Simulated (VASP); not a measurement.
# O2CH2 in VASP: further runs, part 2 of 2

VASP 6.6.1. Earlier steps stand in the parts before.

**4. Single point, PBE**

File INCAR:

```
PREC = Accurate ; ENCUT = 400
EDIFF = 1E-6 ; ISMEAR = 0
SIGMA = 0.01 ; LREAL = F
LASPH = T ; NELM = 60
ALGO = Fast ; ISIF = 2
LWAVE = F ; LCHARG = F
GGA = PE ; ISYM = 0
```

File KPOINTS:

```
regular mesh
0
Gamma
  1 1 1
```

File POSCAR:

```
H2CO2                                   
1.0
   13.3432429698      0.0000000000      0.0000000000
    0.0000000000     13.8432429698      0.0000000000
    0.0000000000      0.0000000000     14.3432429698
  O               C               H             
     2     1     2
Selective dynamics
Direct
     0.4420683951000015    0.5019878909999989    0.4046502002000025   F   F   F
     0.4652421484442142    0.5217029832836999    0.5587188361843953   T   T   T
     0.4973752750759511    0.4995020357491072    0.4711247846661748   T   T   T
     0.5780733208809190    0.4793318713579713    0.4675744137921061   T   T   T
     0.5208058114336451    0.5154727447059698    0.6027236770071039   T   T   T
```

Potentials or basis: VASP PAW PBE potentials, release 64 (O, C, H).

Started as:

```
$ cat potpaw_PBE.64/O/POTCAR potpaw_PBE.64/C/POTCAR potpaw_PBE.64/H/POTCAR > POTCAR
$ mpirun -np 1 vasp_gam > vasp.out
```

OUTCAR:

```text
PREC = Accurate
   ENCUT = 400
   EDIFF = 1E-6
   ISMEAR = 0
   LREAL = F
   LASPH = T
   NELM = 60
   ISIF = 2
   GGA = PE
   ISYM = 0

 ion  position               nearest neighbor table
   1  0.442  0.502  0.405-   3 1.21
   2  0.465  0.522  0.559-   5 0.98   3 1.36
   3  0.497  0.500  0.471-   4 1.11   1 1.21   2 1.36
   4  0.578  0.479  0.468-   3 1.11
   5  0.521  0.515  0.603-   2 0.98

IMPORTANT INFORMATION: All symmetrisations will be switched off!
NOSYMM: (Re-)initialisation of all symmetry stuff for point group C_1.

----------------------------------------------------------------------------------------

                                     Primitive cell

  volume of cell :    2649.3943

  direct lattice vectors                    reciprocal lattice vectors
    13.343242970  0.000000000  0.000000000     0.074944300  0.000000000  0.000000000
     0.000000000 13.843242970  0.000000000     0.000000000  0.072237409  0.000000000
     0.000000000  0.000000000 14.343242970     0.000000000  0.000000000  0.069719240

  length of vectors
    13.343242970 13.843242970 14.343242970     0.074944300  0.072237409  0.069719240

  position of ions in fractional coordinates (direct lattice)
     0.442068395  0.501987891  0.404650200
     0.465242148  0.521702983  0.558718836
     0.497375275  0.499502036  0.471124785
     0.578073321  0.479331871  0.467574414
     0.520805811  0.515472745  0.602723677

  ion indices of the primitive-cell ions
   primitive index   ion index
                 1           1
                 2           2
                 3           3
                 4           4
                 5           5

----------------------------------------------------------------------------------------

 KPOINTS: regular mesh
[... 66 lines left out ...]
  Fermi-wavevector in a.u.,A,eV,Ry     =   0.310063  0.585934  1.308053  0.096139
  Thomas-Fermi vector in A             =   1.187351
   LORBIT       =      0    0 simple, 1 ext, 2 COOP (PROOUT), +10 PAW based schemes
   GGA     = PE    functional components
   LHFCALC =     F    Hartree Fock is set to
   AEXX    =    0.0000 exact exchange contribution
   IVDW    =     0    specifies the selected vdW correction
   LEPSILON=     F    determine dielectric tensor
   LRPA    =     F    only Hartree local field effects (RPA)
 non-spin polarized calculation
 RMM-DIIS sequential band-by-band and
 Gauss-broadening in eV      SIGMA  =   0.01
  energy-cutoff  :      400.00
  volume of cell :     2649.39
 maximum number of plane-waves:     24071
 NGX is ok and might be reduce to    90
   NGX = 43   NGY = 45   NGZ = 47

 number of electron      18.0000009 magnetization

 Free energy of the ion-electron system (eV)
  ---------------------------------------------------
  ext. energy  EPLUGINS =         0.00000000
  ---------------------------------------------------
  free energy    TOTEN  =       -29.76403564 eV

  energy without entropy =      -29.76403564  energy(sigma->0) =      -29.76403564

 E-fermi :  -6.7405     XC(G=0):  -0.3758

 val. band max:       -6.8176084121   @ k =   0.0000   0.0000   0.0000
 cond. band min:      -1.5892443290   @ k =   0.0000   0.0000   0.0000
 fundamental gap:      5.2283640831
 Fermi energy:        -6.7404605687

 k-point     1 :       0.0000    0.0000    0.0000
  band No.  band energies     occupation
      1     -27.9226      2.00000
      2     -25.9385      2.00000
      3     -15.9327      2.00000
      4     -14.3620      2.00000
      5     -11.0587      2.00000
      6     -11.0319      2.00000
      7      -9.7371      2.00000
      8      -8.1041      2.00000
      9      -6.8176      2.00000
     10      -1.5892      0.00000
     11      -1.0566      0.00000
     12       0.0765      0.00000
     13       0.1735      0.00000

------------------------ aborting loop because EDIFF is reached ----------------------------------------

  FORCE on cell =-STRESS in cart. coord.  units (eV):
  Direction    XX          YY          ZZ          XY          YZ          ZX
  --------------------------------------------------------------------------------------
  -------------------------------------------------------------------------------------
  Total       -1.6089063     -1.6327549     -1.3112261      0.0065027      0.0213664      0.1332438
  in kB       -0.9729594     -0.9873815     -0.7929423      0.0039324      0.0129210      0.0805770
  external PRESSURE =      -0.9177611 kB  Pullay stress =       0.0000000 kB

 VOLUME and BASIS-vectors are now :
 -----------------------------------------------------------------------------
  energy-cutoff  :      400.00
  volume of cell :     2649.39
      direct lattice vectors                 reciprocal lattice vectors
    13.343242970  0.000000000  0.000000000     0.074944300  0.000000000  0.000000000
     0.000000000 13.843242970  0.000000000     0.000000000  0.072237409  0.000000000
     0.000000000  0.000000000 14.343242970     0.000000000  0.000000000  0.069719240

 POSITION                                       TOTAL-FORCE (eV/Angst)
 -----------------------------------------------------------------------------------
      5.89863      6.94914      5.80400        -0.000302     -0.004432     -0.023603
      6.20784      7.22206      8.01384        -0.003314      0.001173      0.007935
      6.63660      6.91473      6.75746        -0.009039      0.003329      0.003509
      7.71337      6.63551      6.70653        -0.006607      0.005838      0.019232
      6.94924      7.13581      8.64501         0.019261     -0.005908     -0.007073
 -----------------------------------------------------------------------------------
    total drift:                               -0.001412      0.000157     -0.000090

  FREE ENERGIE OF THE ION-ELECTRON SYSTEM (eV)
  ---------------------------------------------------
  free  energy   TOTEN  =       -29.7640356419 eV

  energy  without entropy=      -29.7640356419  energy(sigma->0) =      -29.76403564
```

stdout:

```text
POSCAR found type information on POSCAR O C H
 POSCAR found :  3 types and       5 ions
 scaLAPACK will be used
 LDA part: xc-table for (Slater+PW92), standard interpolation
 POSCAR, INCAR and KPOINTS ok, starting setup
 FFT: planning ... GRIDC
 FFT: planning ... GRID_SOFT
 FFT: planning ... GRID
 WAVECAR not read
 entering main loop
```

It took 98 s on 1 thread of Intel Xeon 6975P-C (Granite Rapids), shared host; peak memory 1.3 GiB.

What came out:

* Free energy: -29.7640 eV
* Largest force: 0.024 eV/Å
* Gap between the frontier levels: 5.23 eV

Forces in eV/Å, atoms in the order of the input:
```
O    0.000 -0.004 -0.024
O   -0.003  0.001  0.008
C   -0.009  0.003  0.004
H   -0.007  0.006  0.019
H    0.019 -0.006 -0.007
```

Levels at points of the mesh, in eV from the valence-band top:
```
           k point  band 6  band 7  band 8  band 9  band 10  band 11  band 12  band 13
(0.00, 0.00, 0.00)   -4.21   -2.92   -1.29    0.00     5.23     5.76     6.89     6.99
```

Caveat: the cutoff is under 1.25 times the usual one of these potentials, so pressure, stress and relaxed cells hold a basis-set (Pulay) error; the standard files for N, O and F lose accuracy on very short bonds.

**5. Overview**

| task | level | cell | atoms held fixed (from 0) | gap on the mesh (eV) |
| --- | --- | --- | --- | --- |
| relaxation of the atoms | PBE+D3(BJ) | atoms relaxed | [0] | 5.23 |
| vibrations by finite differences | PBE+D3(BJ) | as given | - | - |
| single point | PBE | as given | - | 5.23 |

Alike in all rows: potentials or basis VASP PAW PBE potentials, release 64 (O, C, H); no spin polarisation; k mesh 1 × 1 × 1; cutoff (eV) 400; smearing gaussian 0.01 eV.

Caveats: the cutoff is under 1.25 times the usual one of these potentials, so pressure, stress and relaxed cells hold a basis-set (Pulay) error; the standard files for N, O and F lose accuracy on very short bonds; some modes are imaginary (some runs).

Absolute energies hang on the potentials; compare differences alone.
